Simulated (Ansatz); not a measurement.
# V (Fm-3m) in Ansatz: relaxation of cell and atoms with PBE+D4

Aim: the relaxation of cell and atoms of V with PBE+D4.

All numbers are computed with Ansatz 0.2.0; they aren't measurements. Logs are shortened: lines on timing, memory, paths and dates and some standing lists are left out, and cuts for length are marked.

### Step 1. The undisturbed crystal

Symmetry: Fm-3m, No. 225, cubic system. Conventional cell: a = 3.790 Å, b = 3.790 Å, c = 3.790 Å, α = 90.00°, β = 90.00°, γ = 90.00°. V (site symmetry m-3m) is surrounded by 12 V at 2.68 Å.

This isn't the form of V at room conditions, which is bcc.

### Step 2. Relaxation of cell and atoms, PBE+D4, non-collinear spin, random start, spin-orbit coupling (volume scaled by 0.88)

Input file input.yaml:

```yaml
crystal:
  lattice:
    - [0.0, 1.8159481258, 1.8159481258]
    - [1.8159481258, 0.0, 1.8159481258]
    - [1.8159481258, 1.8159481258, 0.0]
  atoms:
    - { symbol: V, position_ang: [0.0, 0.0, 0.0], spin: 0.66, spin_axis: [0.175732, -0.351463, -0.919561] }
kpoints:
  mp_grid: { grid: [9, 9, 9] }
scf:
  occupations: { method: gaussian, width: 0.05 }
hamiltonian:
  xc: pbe
  dispersion: d4
  pseudopotentials: { kind: all_electron, lapw: { basis_error: 0.001 } }
magnetization:
  noncollinear: true
  spin_orbit: true
output:
  forces: true
  stress: true
relax:
  f_tol: 0.02
  max_steps: 60
  cell: {}
```

Potentials or basis: all-electron LAPW, relativistic spinors.

The run is started by

```sh
$ ansatz run input.yaml --threads 2 --pin off --max-ram 5120MiB --backend cpu --events-out ev --progress --plain --runs-dir out
```

What it wrote:

```text
Warning: RAYON_NUM_THREADS=2 ignored (pool sized by the plan → 2); use --threads N
The last accepted step is kept in <dir> (removed where the run ends without a failure and the disk answers)
LAPW: plane waves up to 8.720 Å⁻¹, error target 1.0e-3 eV per atom; Dirac's equation on spinors; V in spheres of 1.246 Å, 13 of its electrons in bands (how accurate: hamiltonian.pseudopotentials.lapw.basis_error, Limitations)
Engine: ansatz 0.2.0, x86_64-unknown-linux-gnu
Pseudopotentials: kind: all_electron
Pseudopotential: V, LAPW, valence charge 13, lapw/all_electron/dirac/gaussian/V, Dirac's equation, gaussian nucleus
Functional definition: PBE
  parameter kappa = 0.804
  parameter beta = 0.06672455060314922
  exchange = pbe_x(kappa = kappa, mu = beta*pi^2/3)
  correlation = pbe_c(beta = beta)
Crystal: 1 atoms, lattice volume = 11.977 Å³
Basis set: ecut = 289.7031587356369 eV, 137 PW (Γ), exchange–correlation at level 2
Bands: 22, of which v1, the nominal top of the filled ones, is band 13 counted from 1 (12 counted from 0)
Symmetry: 2 space group operations
Magnetic group: BNS 2.4 (UNI 4), of the structure as read, at distance tolerance 2.3e-5 Å
k-points: 365 of 729
Non-local potential: V, projectors of the file, none
Initial density: superposition of atomic densities (chi_scale 0.1, normalization cell)
Starting moments: Σ|m| = 0.66 μB on 1 of 1 site
Initial wavefunctions: plane waves of lowest kinetic energy (no species holds an atomic orbital)
Functional: x = pbe(κ = 0.804, μ = 0.2195149727645171), c = pbe(β = 0.06672455060314922)
iter 1 solved again at ethr=6.49e-4 eV; its pass at ethr=1.00e-1 eV (dr2=8.44e-2 eV) is discarded
SCF iter   1: F=—  HF=-25832.558202 eV  |F-HF|=—  |Δ(HF+E_count)|=         —  Δρ=3.82e-2  dr2=8.53e-2  dr2_m=3.69e-2  ethr=6.49e-4  |M|=2.68e-1 ∫|m|=2.69e-1 μB  β_m=0.30  ⟨swp⟩=2.8  Hψ=54257  notcnv=0
preconditioner: auto → none  [metal: Δε(μ)=0.033 eV  Ē_g=7.759 eV  σ=0.050 eV  W_gap=0.34  n_scr=0 (ndim 8)  ℏωp=24.0 eV  f_vac=0.000  D(μ)=1.37/eV (n_scr^D=14)]
SCF iter   2: F=—  HF=-25832.327661 eV  |F-HF|=—  |Δ(HF+E_count)|=   2.31e-1  Δρ=2.41e-2  dr2=1.42e-2  dr2_m=1.88e-2  ethr=6.49e-4  |M|=2.61e-1 ∫|m|=2.62e-1 μB  β_m=0.30  ⟨swp⟩=2.7  Hψ=24798  notcnv=0  defer=3
SCF iter   3: F=—  HF=-25832.323120 eV  |F-HF|=—  |Δ(HF+E_count)|=   4.54e-3  Δρ=1.88e-2  dr2=2.65e-3  dr2_m=1.14e-2  ethr=1.09e-4  |M|=2.39e-1 ∫|m|=2.39e-1 μB  β_m=0.30  ⟨swp⟩=2.0  Hψ=23118  notcnv=0
iter 4 solved again at ethr=2.25e-8 eV; its pass at ethr=2.04e-5 eV (dr2=2.92e-6 eV) is discarded
SCF iter   4: F=—  HF=-25832.328332 eV  |F-HF|=—  |Δ(HF+E_count)|=   5.21e-3  Δρ=1.66e-2  dr2=2.84e-6  dr2_m=8.96e-3  ethr=2.25e-8  |M|=1.97e-1 ∫|m|=1.98e-1 μB  β_m=0.30  ⟨swp⟩=2.9  Hψ=36781  notcnv=0
SCF iter   5: F=—  HF=-25832.332720 eV  |F-HF|=—  |Δ(HF+E_count)|=   4.39e-3  Δρ=1.56e-2  dr2=9.96e-6  dr2_m=7.90e-3  ethr=2.19e-8  |M|=1.50e-1 ∫|m|=1.50e-1 μB  β_m=0.30  ⟨swp⟩=3.0  Hψ=23488  notcnv=0
SCF iter   6: F=—  HF=-25832.336614 eV  |F-HF|=—  |Δ(HF+E_count)|=         —  Δρ=1.48e-2  dr2=7.15e-6  dr2_m=7.14e-3  ethr=2.19e-8  |M|=1.03e-1 ∫|m|=1.04e-1 μB  β_m=0.30  ⟨swp⟩=3.0  Hψ=23151  notcnv=0
the basis was enlarged: its passes take 656.7 KiB over the memory plan, 2 of 2 planned eigensolver slots
SCF iter   7: F=—  HF=-25832.340068 eV  |F-HF|=—  |Δ(HF+E_count)|=   3.45e-3  Δρ=1.35e-2  dr2=5.64e-6  dr2_m=5.91e-3  ethr=2.19e-8  |M|=6.56e-2 ∫|m|=6.72e-2 μB  β_m=0.30  ⟨swp⟩=3.0  Hψ=23104  notcnv=0
SCF iter   8: F=—  HF=-25832.342815 eV  |F-HF|=—  |Δ(HF+E_count)|=   2.75e-3  Δρ=1.13e-2  dr2=7.96e-6  dr2_m=4.14e-3  ethr=2.19e-8  |M|=4.38e-2 ∫|m|=4.55e-2 μB  β_m=0.30  ⟨swp⟩=3.0  Hψ=23100  notcnv=0
SCF iter   9: F=—  HF=-25832.344677 eV  |F-HF|=—  |Δ(HF+E_count)|=   1.86e-3  Δρ=8.81e-3  dr2=1.71e-5  dr2_m=2.52e-3  ethr=2.19e-8  |M|=3.34e-2 ∫|m|=3.49e-2 μB  β_m=0.30  ⟨swp⟩=3.0  Hψ=23100  notcnv=0
SCF iter  10: F=—  HF=-25832.345798 eV  |F-HF|=—  |Δ(HF+E_count)|=   1.12e-3  Δρ=6.77e-3  dr2=2.67e-6  dr2_m=1.49e-3  ethr=2.19e-8  |M|=2.66e-2 ∫|m|=2.79e-2 μB  β_m=0.30  ⟨swp⟩=3.0  Hψ=23136  notcnv=0
Mixer restart at iter 10: flushing history
spin-set hold released at iteration 10 (site moments contracting): the magnetisation degrees of freedom join the quasi-Newton model from the next iteration; the mixer history was flushed
SCF iter  11: F=—  HF=-25832.346466 eV  |F-HF|=—  |Δ(HF+E_count)|=   6.67e-4  Δρ=5.24e-3  dr2=9.80e-7  dr2_m=8.92e-4  ethr=2.06e-8  |M|=2.10e-2 ∫|m|=2.21e-2 μB  β_m=0.62  ⟨swp⟩=3.0  Hψ=23160  notcnv=0
SCF iter  12: F=—  HF=-25832.347493 eV  |F-HF|=—  |Δ(HF+E_count)|=   1.03e-3  Δρ=3.19e-4  dr2=2.35e-7  dr2_m=3.31e-6  ethr=7.54e-9  |M|=1.46e-3 ∫|m|=1.98e-3 μB  β_m=0.66  ⟨swp⟩=3.9  Hψ=26515  notcnv=0
SCF iter  13: F=—  HF=-25832.347500 eV  |F-HF|=—  |Δ(HF+E_count)|=   6.98e-6  Δρ=6.63e-5  dr2=9.19e-8  dr2_m=1.43e-7  ethr=1.81e-9  |M|=1.03e-4 ∫|m|=4.52e-4 μB  β_m=0.59  ⟨swp⟩=3.0  Hψ=23172  notcnv=0
[... 22 lines left out ...]
Crystal: 1 atoms, lattice volume = 13.582 Å³
Basis set: ecut = 266.40716962862916 eV, 137 PW (Γ), exchange–correlation at level 2
iter 1 solved again at ethr=3.63e-8 eV; its pass at ethr=1.00e-1 eV (dr2=4.72e-6 eV) is discarded
SCF iter   1: F=—  HF=-25832.490246 eV  |F-HF|=—  |Δ(HF+E_count)|=         —  Δρ=6.49e-5  dr2=2.29e-7  dr2_m=6.06e-14  ethr=3.63e-8  |M|=8.48e-8 ∫|m|=5.15e-7 μB  β_m=0.30  ⟨swp⟩=4.9  Hψ=50825  notcnv=0
preconditioner: auto → none  [insulator: Δε(μ)=0.083 eV  Ē_g=6.545 eV  σ=0.050 eV  W_gap=0.59  n_scr=0 (ndim 8)  ℏωp=22.5 eV  f_vac=0.000  D(μ)=1.39/eV (n_scr^D=14)  ε∞_Penn≈12.8]
SCF iter   2: F=—  HF=-25832.490244 eV  |F-HF|=—  |Δ(HF+E_count)|=   1.68e-6  Δρ=6.58e-5  dr2=3.00e-7  dr2_m=4.03e-14  ethr=1.76e-9  |M|=7.40e-8 ∫|m|=3.51e-7 μB  β_m=0.36  ⟨swp⟩=2.9  Hψ=22196  notcnv=0
SCF iter   3: F=—  HF=-25832.490245 eV  |F-HF|=—  |Δ(HF+E_count)|=   1.53e-7  Δρ=3.96e-5  dr2=1.10e-7  dr2_m=1.19e-14  ethr=1.76e-9  |M|=5.39e-8 ∫|m|=2.55e-7 μB  β_m=0.57  ⟨swp⟩=2.0  Hψ=21243  notcnv=0
[... 5 lines left out ...]
Crystal: 1 atoms, lattice volume = 13.623 Å³
Basis set: ecut = 265.86715593756287 eV, 137 PW (Γ), exchange–correlation at level 2
iter 1 solved again at ethr=2.26e-9 eV; its pass at ethr=1.00e-1 eV (dr2=2.93e-7 eV) is discarded
SCF iter   1: F=—  HF=-25832.490319 eV  |F-HF|=—  |Δ(HF+E_count)|=         —  Δρ=1.36e-5  dr2=1.09e-8  dr2_m=1.77e-15  ethr=2.26e-9  |M|=2.42e-8 ∫|m|=1.38e-7 μB  β_m=0.30  ⟨swp⟩=5.0  Hψ=48881  notcnv=0
preconditioner: auto → none  [insulator: Δε(μ)=0.080 eV  Ē_g=6.525 eV  σ=0.050 eV  W_gap=0.58  n_scr=0 (ndim 8)  ℏωp=22.5 eV  f_vac=0.000  D(μ)=1.40/eV (n_scr^D=14)  ε∞_Penn≈12.9]
SCF iter   2: F=-25832.490319 eV  HF=-25832.490319 eV  |F-HF|=7.74e-9  |Δ(HF+E_count)|=   4.17e-8  Δρ=1.32e-5  dr2=1.23e-8  dr2_m=7.77e-16  ethr=8.41e-11  |M|=2.19e-8 ∫|m|=8.56e-8 μB  ⟨swp⟩=2.5  Hψ=21488  notcnv=0
the starting moments were not kept: the SCF closed with an absolute magnetisation of 8.5e-8 μB, where they sum to 0.66 μB in size (1 site). That is at most 0.1 of that sum. Measured as dr2_m measures the in/out step, that magnetisation stands 2.9e-16 eV from none, at or under the dr2_threshold of 1.0e-7 eV: it is no larger than a step whose dr2_m would equal this threshold.
SCF 4 converged in 2 iterations: F = -25832.490319 eV  dr2 = 1.23e-8
relax step   4: F+E_penalty+E_count = -25832.49031891 eV  Δ(F+E_penalty+E_count) = -7.428e-5 eV  max|allowed force component| = 0.000e0 eV/Å  Δτ_max = 0.0000 Å  P = +0.002 GPa  Ω = 13.623 Å³  (2 SCF iters, accepted)
iter 1 solved again at ethr=9.42e-11 eV; its pass at ethr=1.00e-1 eV (dr2=1.23e-8 eV) is discarded
SCF iter   1: F=—  HF=-25832.490317 eV  |F-HF|=—  |Δ(HF+E_count)|=         —  Δρ=1.32e-5  dr2=1.22e-8  dr2_m=8.13e-16  ethr=9.42e-11  |M|=2.19e-8 ∫|m|=8.26e-8 μB  β_m=0.30  ⟨swp⟩=2.1  Hψ=37005  notcnv=0
preconditioner: auto → none  [insulator: Δε(μ)=0.080 eV  Ē_g=6.524 eV  σ=0.050 eV  W_gap=0.58  n_scr=0 (ndim 8)  ℏωp=22.5 eV  f_vac=0.000  D(μ)=1.40/eV (n_scr^D=14)  ε∞_Penn≈12.9]
SCF iter   2: F=-25832.490317 eV  HF=-25832.490317 eV  |F-HF|=1.03e-8  |Δ(HF+E_count)|=   9.72e-9  Δρ=9.82e-6  dr2=6.84e-9  dr2_m=5.12e-16  ethr=9.42e-11  |M|=1.87e-8 ∫|m|=6.87e-8 μB  ⟨swp⟩=2.0  Hψ=21243  notcnv=0
the starting moments were not kept: the SCF closed with an absolute magnetisation of 6.8e-8 μB, where they sum to 0.66 μB in size (1 site). That is at most 0.1 of that sum. Measured as dr2_m measures the in/out step, that magnetisation stands 1.9e-16 eV from none, at or under the dr2_threshold of 1.0e-7 eV: it is no larger than a step whose dr2_m would equal this threshold.
SCF 5 converged in 2 iterations: F = -25832.490317 eV  dr2 = 6.84e-9
relax step   5: F+E_penalty+E_count = -25832.49031709 eV  Δ(F+E_penalty+E_count) = +1.812e-6 eV  max|allowed force component| = 0.000e0 eV/Å  Δτ_max = 0.0000 Å  P = +0.002 GPa  Ω = 13.623 Å³  stress off target by 1.74e-3 GPa  SCF on the basis re-selected at this cell (its energy is not comparable with the rows above)  (2 SCF iters)
basis re-selected at this cell: Δ(F+E_penalty+E_count) = +1.812e-6 eV, ΔP = +0.000 GPa vs the last step (what re-selecting the basis moved, after the strain that the cell walked since its last selection, with what the two solves' SCF thresholds leave and, on support functions, any second-order correction that the steps lacked; it is no measure of the basis error at this ecutwfc). This SCF's stress stands 1.74e-3 GPa from its target on what of the cell is left free (relax.cell.stress_tol is 5.00e-2 GPa) and its largest allowed force component is 0.00e0 eV/Å (relax.f_tol is 2.00e-2 eV/Å): within both
SCF converged after 2 iterations
Magnetization: |M| = 0.0000 μB,  M = (-0.0000, +0.0000, +0.0000) μB
Absolute magnetization: 0.0000 μB (∫|m|)
  site 0: m = (-0.0000, +0.0000, +0.0000) μB, |m| = 0.0000 μB  (R = 1.30 Å)
Free energy (F): -25832.490317 eV
Harris-Foulkes:  -25832.490317 eV  (|F-HF|=1.03e-8)
Internal energy: -25832.488570 eV  (E = F + TS)
E sigma→0 (E₀):  -25832.489443 eV
Entropy (-TS):   -0.001747 eV (-1.747 meV/atom)
Fermi energy:    17.159805 eV
--- Per-component energies (eV) ---
  E_band       = -140.554762
  E_kinetic    = 26109.043644
  E_xc         = -1236.341627
  E_electrostatic = -50704.866295  (all electrons and nuclei)
  E_disp       = -0.324292  (pairwise vdW)
  E_smearing   = -0.001747  (= −TS)
  E_closure    = 0.000000  (closes the sum)
  E_atoms      = -25823.997873  (free atoms, spherical and without spin; not in F)
  Σ components = -25832.490317   (vs F -25832.490317, Δ=0.00e0)
  Basis errors (estimates in eV, not in F): energy 2.1e-4 per atom: plane waves 1.6e-4 (8.9e-5 summed), levels above the bands 0.0e0, relativity 1.6e-8, radial functions 4.3e-5, core shells 1.1e-7; eigenvalues (radial functions only) 7.3e-7; not estimated: angular momenta, meshes, grids; target (lapw.basis_error) 1.0e-3; muffin-tin radii V 1.300 Å
--- Forces (eV/Å), atoms counted from 1 ---
  atom   1  V      0.00000000     0.00000000     0.00000000
  max |Σ_I F_I| component: 0.00e0 eV/Å
--- Stress (GPa, compression-positive) ---
        0.001727      -0.000000      -0.000003
       -0.000000       0.001727       0.000006
       -0.000003       0.000006       0.001730
  P = ⅓ Tr σ = 0.0017 GPa (0.017 kbar)
--- Relaxed structure (4 steps of the walk, 4 accepted, 1 SCFs on fresh bases) ---
  F+E_penalty+E_count = -25832.49031709 eV   max|allowed force component| = 0.000e0 eV/Å   (the final SCF, on the basis selected at the relaxed cell)
  cell:  # Å, volume = 13.6230 Å³
    - [7.60855567314726e-8, 1.8956042655333545, 1.895604281908872]
    - [1.895604449736589, -1.1421382440540004e-7, 1.8956044722082532]
    - [1.8956044125011784, 1.895604418597325, -7.6978413770903e-8]
  atoms:
    - { symbol: V, position: [0.0, 0.0, 0.0] }
```

Wall time 3.2 min (2 threads of Intel Xeon Platinum 8488C (Sapphire Rapids), shared host); peak memory 0.85 GiB.

Results:

```yaml
Free_energy: -25832.4903 eV
Relaxed_volume: 13.62 Å³/atom
Relaxed_cell: a = 2.681 Å, b = 2.681 Å, c = 2.681 Å, α = 60.00°, β = 60.00°, γ = 60.00°
Space_group_after_relaxing_to_0.05_Å: Fm-3m (No. 225)
Energy_gained_by_relaxing: 142.8 meV/atom
Ionic_steps: 5
Pressure_after_relaxing: 0.0 GPa
Net_moment: 0.00 μB per cell
Absolute_moment: 0.00 μB per cell
```

The path:
| step | energy change (eV) | largest force (eV/Å) | volume (Å³) |
| --- | --- | --- | --- |
| 1 | 0.0000 | 0.0000 | 11.98 |
| 2 | -0.1400 | 0.0000 | 13.37 |
| 3 | -0.1427 | 0.0000 | 13.58 |
| 4 | -0.1428 | 0.0000 | 13.62 |
| 5 | -0.1428 | 0.0000 | 13.62 |

Final structure:
```yaml
crystal:
  lattice:
    - [0.00000, 1.89560, 1.89560]
    - [1.89560, 0.00000, 1.89560]
    - [1.89560, 1.89560, 0.00000]
  atoms:
    - { symbol: V, position: [0.00000, 0.00000, 0.00000] }
```

Moments on the atoms (μB; x, y, z):
```
V   0.00 0.00 0.00
```

Caveat: the magnetic state may not be the lowest; the starting moments weren't kept. Zero-point motion and thermal expansion aren't in these numbers.
